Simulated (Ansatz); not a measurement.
Crystal: PtSe2 (Sudovikovite).

```
CELL_PARAMETERS angstrom
3.72400 0.00000 0.00000
-1.86200 3.22508 0.00000
0.00000 0.00000 5.06200
ATOMIC_POSITIONS crystal
Pt 0.00000 0.00000 0.00000
Se 0.66667 0.33333 0.75000
Se 0.33333 0.66667 0.25000
```

A run of Ansatz 0.2.0 on this cell left the log below. Logs are shortened: lines on timing, memory, paths and dates and some standing lists are left out, and cuts for length are marked.

```text
Warning: RAYON_NUM_THREADS=2 ignored (pool sized by the plan → 2); use --threads N
Engine: ansatz 0.2.0, aarch64-unknown-linux-gnu
Pseudopotentials: kind: paw
Pseudopotential: Pt, paw, valence charge 18, recommended cutoff 500 eV (meta_gga), Pt.paw.azcp
Pseudopotential: Se, paw, valence charge 16, recommended cutoff 500 eV (meta_gga), Se.paw.azcp
Functional definition: r2SCAN
  parameter k0 = 0.174
  parameter k1 = 0.065
  parameter a1 = 4.9479
  exchange = r2scan_x(k0 = k0, k1 = k1, a1 = a1)
  correlation = r2scan_c
Crystal: 3 atoms, lattice volume = 60.796 Å³
Basis set: ecut = 500 eV, 1543 PW (Γ), exchange–correlation on 120×120×160 points (64 copies of the dense FFT grid, shifted against one another)
Bands: 30, of which v1, the nominal top of the filled ones, is band 25 counted from 1 (24 counted from 0)
Symmetry: 12 space group operations
Space group: P-3m1 (ITA 164), of the structure as read, at distance tolerance 3.9e-5 Å
k-points: 40 of 320
Non-local potential: Pt, projectors of the file, l = 0: 3, l = 1: 2, l = 2: 2, l = 3: 1
Non-local potential: Se, projectors of the file, l = 0: 2, l = 1: 2, l = 2: 3, l = 3: 1
PAW form: soft (Blöchl's): semilocal exchange-correlation on the pseudo side does not see the compensation charge
PAW frozen core: Pt, regenerated for the run's functional (the file was generated under x = pbe(κ = 0.804, μ = 0.2195149727645171), c = pbe(β = 0.06672455060314922))
PAW frozen core: Se, regenerated for the run's functional (the file was generated under x = pbe(κ = 0.804, μ = 0.2195149727645171), c = pbe(β = 0.06672455060314922))
PAW one-centre angular grid: Pt, 590 points (default); XC on 160 Gauss nodes
PAW one-centre angular grid: Se, 590 points (default); XC on 160 Gauss nodes
Initial density: superposition of atomic densities (neutral atoms: chi_scale 0, normalization atom), corrected by the library's trained network
Initial wavefunctions: pseudopotential atomic-orbital guess
Functional: x = r2scan, c = r2scan; τ floored in thin density (d = 2e-4 eV/Å³)
[... 121 lines left out ...]
  E_kinetic    = 873.448739
  E_local      = -7915.207226  (includes V_loc(G=0)·N_el)
  E_nonlocal   = -988.058950
  E_hartree    = 3658.254380
  E_xc         = -446.333181
  E_vxc        = -548.841934  (∫ρ·V_xc dr)
  E_paw        = -13330.972628  (= ΣΔE_a)
  E_vpaw       = 113.706030  (= ΣTr[D̂ρ^β])
  E_aug_tail   = -0.000273  (compensation charges beyond the density's cutoff)
  E_vtau       = 32.125173  (kinetic-family band-sum trace: ∫τ·v_τ [+ j·A + Jᵃ·Aᵃ] dr)
  E_ewald      = -5341.784881
  E_core_change = -3.761035  (= ΣΔE_core)
  E_smearing   = -0.000046  (= −TS)
  E_closure    = 0.000000  (closes the sum)
  Σ components = -23494.415102   (vs F -23494.415102, Δ=0.00e0)
--- Forces (eV/Å), atoms counted from 1 ---
  atom   1  Pt     0.00000000    -0.00000000     0.00000000
  atom   2  Se     0.00000000     0.00000000    -0.00001501
  atom   3  Se    -0.00000000    -0.00000000     0.00001501
  max |Σ_I F_I| component: 2.31e-18 eV/Å
--- Stress (GPa, compression-positive) ---
        0.001174      -0.000000      -0.000000
       -0.000000       0.001174      -0.000000
       -0.000000      -0.000000       0.025347
  P = ⅓ Tr σ = 0.0092 GPa (0.092 kbar)
--- Band table (eV; the first three rows and the last of 40) ---
  k-point 0: bands = ["-90.9442", "-44.5553", "-44.5553", "-44.4912", "-38.5561", "-38.5561", "-38.5542", "-38.5542", "-38.5250", "-38.5250", "-38.5217", "-38.5217", "-38.5101", "-38.5095", "-5.0451", "-2.8880", "3.8693", "4.3134", "4.3134", "6.6028", "6.6028", "8.0350", "9.6355", "9.6355", "10.2159", "12.6328", "12.6328", "15.0800", "15.4715", "18.6200"]
  k-point 1: bands = ["-90.9442", "-44.5553", "-44.5553", "-44.4912", "-38.5561", "-38.5561", "-38.5542", "-38.5542", "-38.5249", "-38.5249", "-38.5218", "-38.5218", "-38.5100", "-38.5095", "-4.9896", "-3.0087", "4.1284", "4.3175", "4.3175", "6.6007", "6.6007", "8.0429", "9.5912", "9.5912", "9.6814", "12.7231", "12.7231", "15.4720", "15.8049", "18.5484"]
  k-point 2: bands = ["-90.9442", "-44.5553", "-44.5553", "-44.4912", "-38.5561", "-38.5561", "-38.5542", "-38.5542", "-38.5249", "-38.5249", "-38.5219", "-38.5219", "-38.5100", "-38.5096", "-4.8866", "-3.2115", "4.3243", "4.3243", "4.6091", "6.5973", "6.5973", "8.0726", "8.8460", "9.5229", "9.5229", "12.8705", "12.8705", "15.7849", "16.7243", "18.4196"]
  k-point 39: bands = ["-90.9440", "-44.5648", "-44.5618", "-44.4902", "-38.5557", "-38.5553", "-38.5549", "-38.5540", "-38.5250", "-38.5231", "-38.5230", "-38.5223", "-38.5094", "-38.5094", "-3.2655", "-3.1971", "3.8875", "4.5162", "4.9398", "5.9787", "6.0520", "6.9858", "7.1204", "8.3070", "8.5060", "11.8442", "12.2759", "16.4290", "17.7622", "18.2292"]
--- Relaxed structure (8 steps of the walk, 8 accepted, 1 SCFs on fresh bases) ---
  F+E_penalty+E_count = -23494.41510161 eV   max|allowed force component| = 1.501e-5 eV/Å   (the final SCF, on the basis selected at the relaxed cell)
  cell:  # Å, volume = 69.6441 Å³
    - [3.717521081316131, 8.086423924494663e-33, 1.7510451806424537e-32]
    - [-1.8587605406580654, 3.2194676955239654, -1.296758592990859e-32]
    - [2.3801801032230996e-32, -1.5206706215036474e-32, 5.818983088541716]
  atoms:
    - { symbol: Pt, position: [-3.377012162788564e-34, 3.6825669851193338e-34, -9.888209558240633e-35] }
    - { symbol: Se, position: [0.6666666666666665, 0.33333333333333326, 0.7746896065647312] }
    - { symbol: Se, position: [0.33333333333333326, 0.6666666666666665, 0.2253103934352688] }
```

Task: Write the input and the command behind it.

Result: Relaxation of cell and atoms with r2SCAN, no spin polarisation. The files as run (others can give the same):

input.yaml
```yaml
crystal:
  lattice:
    - [3.724, 0.0, 0.0]
    - [-1.862, 3.2250786037, 0.0]
    - [0.0, 0.0, 5.062]
  atoms:
    - { symbol: Pt, position: [0.0, 0.0, 0.0] }
    - { symbol: Se, position: [0.6666666667, 0.3333333333, 0.75] }
    - { symbol: Se, position: [0.3333333333, 0.6666666667, 0.25] }
hamiltonian:
  xc: r2scan
  pseudopotentials: { kind: paw }
kpoints:
  mp_grid: { grid: [8, 8, 5] }
scf:
  occupations: { method: fermi_dirac, width: 0.05 }
output:
  forces: true
  stress: true
  write_density: true
  write_potential: true
  elf: true
  volumetric_format: npy
relax:
  f_tol: 0.01
  max_steps: 40
  cell: { stress_tol: 0.05 }
```

Potentials or basis: Ansatz PAW.
Launch:
```bash
$ ansatz run input.yaml --threads 2 --pin off --max-ram 5120MiB --backend cpu --events-out ev --progress --plain --runs-dir out
```

Caveat: the plane-wave basis is chosen anew once the cell has moved, so the energies of steps on either side of that aren't comparable; the volume moved by +15 % from the deposited cell, more than functionals usually miss; the PAW data sets come from PBE, with cores solved anew for the run's functional, which leaves a small shift of forces and pressure.
